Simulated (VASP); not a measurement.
A run of VASP 6.6.1 is set up as follows.

File POSCAR:

```
AlAs                                    
1.0
    0.0000000000      2.8385561297      2.8385561297
    2.8385561297      0.0000000000      2.8385561297
    2.8385561297      2.8385561297      0.0000000000
  Al              As            
     1     1
Direct
     0.0000000000000000    0.0000000000000000    0.0000000000000000
     0.2500000000000000    0.2500000000000000    0.2500000000000000
```

File INCAR.step1:

```
ALGO = Normal ; EDIFF = 1E-5
ENCUT = 450 ; GGA = PE
ISIF = 2 ; ISMEAR = 0
KPAR = 2 ; LASPH = T
LCHARG = F ; LREAL = F
LWAVE = T ; NELM = 120
PREC = Accurate ; SIGMA = 0.02
```

File INCAR.step2:

```
ALGO = Normal ; EDIFF = 1E-6
ENCUT = 450 ; GGA = PE
HFSCREEN = 0.2 ; ISIF = 2
ISMEAR = 0 ; ISTART = 1
KPAR = 2 ; LASPH = T
LCHARG = F ; LHFCALC = T
LREAL = F ; LWAVE = F
NELM = 120 ; PREC = Accurate
PRECFOCK = Fast ; SIGMA = 0.02
```

File KPOINTS:

```
k-points
0
Gamma
  8 8 8
```

File KPOINTS_OPT:

```
path GXWKGLUWLK,UX
12
line-mode
reciprocal
 0.0000000000  0.0000000000  0.0000000000  G
 0.5000000000  0.0000000000  0.5000000000  X

 0.5000000000  0.0000000000  0.5000000000  X
 0.5000000000  0.2500000000  0.7500000000  W

 0.5000000000  0.2500000000  0.7500000000  W
 0.3750000000  0.3750000000  0.7500000000  K

 0.3750000000  0.3750000000  0.7500000000  K
 0.0000000000  0.0000000000  0.0000000000  G

 0.0000000000  0.0000000000  0.0000000000  G
 0.5000000000  0.5000000000  0.5000000000  L

 0.5000000000  0.5000000000  0.5000000000  L
 0.6250000000  0.2500000000  0.6250000000  U

 0.6250000000  0.2500000000  0.6250000000  U
 0.5000000000  0.2500000000  0.7500000000  W

 0.5000000000  0.2500000000  0.7500000000  W
 0.5000000000  0.5000000000  0.5000000000  L

 0.5000000000  0.5000000000  0.5000000000  L
 0.3750000000  0.3750000000  0.7500000000  K

 0.6250000000  0.2500000000  0.6250000000  U
 0.5000000000  0.0000000000  0.5000000000  X
```

Potentials or basis: VASP PAW PBE potentials, release 64 (Al, As).

Command:

```bash
$ cat potpaw_PBE.64/Al/POTCAR potpaw_PBE.64/As/POTCAR > POTCAR
$ cp INCAR.step1 INCAR
$ mpirun -np 2 vasp_std > vasp.out
$ cp INCAR.step2 INCAR
$ mpirun -np 2 vasp_std > vasp.out
```

(1) Predict the band gap on the k mesh.

(2) Predict the band gap along the path.

(3) Predict the pressure.

Answers

(1) 2.12 eV, indirect (least direct gap 2.87 eV).

(2) 2.12 eV, indirect (least direct gap 2.87 eV).

(3) 0.0 GPa.

Caveat: the PAW data sets were made with another functional, which shifts forces and pressure a little.
